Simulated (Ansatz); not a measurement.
# Zr3Si2: the cost of one run

Method: DFT PBE, scalar-relativistic, plane waves, PAW, in Ansatz 0.2.0.

1 further run of the same task is left out (it didn't finish).

## (1) The system as given

It takes space group P6mm (No. 183, hexagonal). Conventional cell: a = 5.172 Å, b = 5.172 Å, c = 3.504 Å, α = 90.00°, β = 90.00°, γ = 120.00°. Zr (site symmetry 2mm) is surrounded by 4 Zr at 2.59 Å and 4 Si at 2.71 to 2.79 Å. Si (site symmetry 6mm) has 2 Si at 1.64 to 1.86 Å as nearest neighbours.

Structure file:

```cif
data_structure
_symmetry_space_group_name_H-M 'P6mm'
_symmetry_Int_Tables_number 183
_cell_length_a 5.1718
_cell_length_b 5.1718
_cell_length_c 3.5044
_cell_angle_alpha 90.000
_cell_angle_beta 90.000
_cell_angle_gamma 120.000
_cell_volume 81.18
loop_
_atom_site_label
_atom_site_type_symbol
_atom_site_symmetry_multiplicity
_atom_site_Wyckoff_symbol
_atom_site_fract_x
_atom_site_fract_y
_atom_site_fract_z
_atom_site_occupancy
Zr1 Zr 3 c 0.50000 0.00000 0.34142 1
Si1 Si 1 a 0.00000 0.00000 0.64128 1
Si2 Si 1 a 0.00000 0.00000 0.10971 1
```

Recipe of the guess: random cell by space group and Wyckoff sites (P6mm, No. 183). Lengths come from tabulated atomic sizes and are only a guess.

## (2) A first look at the guess

Contents of input.yaml:

```yaml
crystal:
  lattice:
    - [5.17181126, 0.0, 0.0]
    - [-2.58590563, 4.47891993, 0.0]
    - [0.0, 0.0, 3.50437353]
  atoms:
    - { symbol: Zr, position: [0.5, 0.0, 0.34141918] }
    - { symbol: Zr, position: [0.0, 0.5, 0.34141918] }
    - { symbol: Zr, position: [0.5, 0.5, 0.34141918] }
    - { symbol: Si, position: [0.0, 0.0, 0.64127805] }
    - { symbol: Si, position: [0.0, 0.0, 0.10970505] }
basis:
  ecutwfc: 420
kpoints:
  mp_grid: { grid: [6, 6, 6] }
hamiltonian:
  xc: pbe
scf:
  occupations: { method: gaussian, width: 0.1 }
  lower_state_search: "off"
output:
  forces: true
  stress: true
  eigenvalues: true
```

On the command line:

```bash
$ ansatz run input.yaml --threads 1 --pin off --max-ram 2560MiB --backend cpu --events-out ev --progress --plain --runs-dir out
```

**Question.** How long does this run take on 1 thread of AMD EPYC 7R43 (Zen 3), shared host, and how much memory does it need?

About 5.4 s, with a peak of 0.36 GiB.
